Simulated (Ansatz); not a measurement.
## SnO2 under strains and displacements

Theory: Ansatz, DFT PBE, scalar-relativistic, plane waves, PAW.

Cutoff 420 eV; k points 12×12×12 on the computed 3-atom cell (Γ-centred); Gaussian smearing, width 0.02 eV; no spin polarisation.

Reference cell:

```
Sn O
1.0
     1.61709    0.93363    4.80059
    -1.61709    0.93363    4.80059
     0.00000   -1.86726    4.80059
Sn O
1 2
Direct
  0.50000 0.50000 0.50000
  0.23717 0.23717 0.23717
  0.76283 0.76283 0.76283
```

Each variant moves atoms of this cell by the vectors given, if any (Å), and then applies a symmetric strain (tensor components, Cartesian axes). The reference cell isn't relaxed at this level. Energies are per atom at zero smearing, counted from the lowest variant. Pressure is positive in compression.

1. strain (xx yy zz yz xz xy, %) -0.06 0.27 -0.01 1.00 0.22 0.12; moves: O2 (0.025, -0.151, -0.101); O3 (-0.025, 0.151, 0.101)
2. no strain; moves: Sn1 (0.045, 0.000, 0.000)
3. strain (xx yy zz yz xz xy, %) -0.42 -0.42 -1.92 0.00 0.00 0.00; moves: O2 (0.000, 0.000, -0.073); O3 (0.000, 0.000, 0.073)
4. strain (xx yy zz yz xz xy, %) -3.44 -3.44 -4.94 0.00 0.00 0.00; moves: Sn1 (0.000, 0.000, 0.350); O2 (0.000, 0.000, -0.129); O3 (0.000, 0.000, -0.221)
5. strain (xx yy zz yz xz xy, %) -0.60 -0.60 -3.60 0.00 0.00 0.00; moves: O2 (0.000, 0.000, -0.037); O3 (0.000, 0.000, 0.037)
6. strain (xx yy zz yz xz xy, %) -0.94 -0.94 -2.44 0.00 0.00 0.00; moves: O2 (0.000, 0.000, -0.306); O3 (0.000, 0.000, 0.306)
7. strain (xx yy zz yz xz xy, %) 5.37 5.37 -0.63 0.00 0.00 0.00; moves: O2 (0.000, 0.000, 0.306); O3 (0.000, 0.000, -0.306)
8. strain (xx yy zz yz xz xy, %) -1.47 -1.47 -4.47 0.00 0.00 0.00; moves: O2 (0.000, 0.000, 0.184); O3 (0.000, 0.000, -0.184)

```json
{"result": "A", "ΔE (meV/atom)": "125.7", "P (GPa)": "10.10", "largest force (eV/Å)": "2.67", "gap on mesh (eV)": "1.84"}
{"result": "B", "ΔE (meV/atom)": "533.9", "P (GPa)": "-22.81", "largest force (eV/Å)": "3.41", "gap on mesh (eV)": "0.52"}
{"result": "C", "ΔE (meV/atom)": "78.4", "P (GPa)": "-4.47", "largest force (eV/Å)": "1.71", "gap on mesh (eV)": "1.58"}
{"result": "D", "ΔE (meV/atom)": "0.0", "P (GPa)": "-0.36", "largest force (eV/Å)": "0.59", "gap on mesh (eV)": "1.94"}
{"result": "E", "ΔE (meV/atom)": "20.4", "P (GPa)": "8.32", "largest force (eV/Å)": "0.98", "gap on mesh (eV)": "2.14"}
{"result": "F", "ΔE (meV/atom)": "863.1", "P (GPa)": "27.82", "largest force (eV/Å)": "8.23", "gap on mesh (eV)": "0.19"}
{"result": "G", "ΔE (meV/atom)": "31.9", "P (GPa)": "9.14", "largest force (eV/Å)": "1.25", "gap on mesh (eV)": "2.18"}
{"result": "H", "ΔE (meV/atom)": "550.7", "P (GPa)": "40.62", "largest force (eV/Å)": "5.29", "gap on mesh (eV)": "2.48"}
```

Question: Which variant gave which result?

Answer: A is 1, B is 7, C is 8, D is 2, E is 5, F is 4, G is 3, H is 6.

This form isn't the usual stable structure of the compound.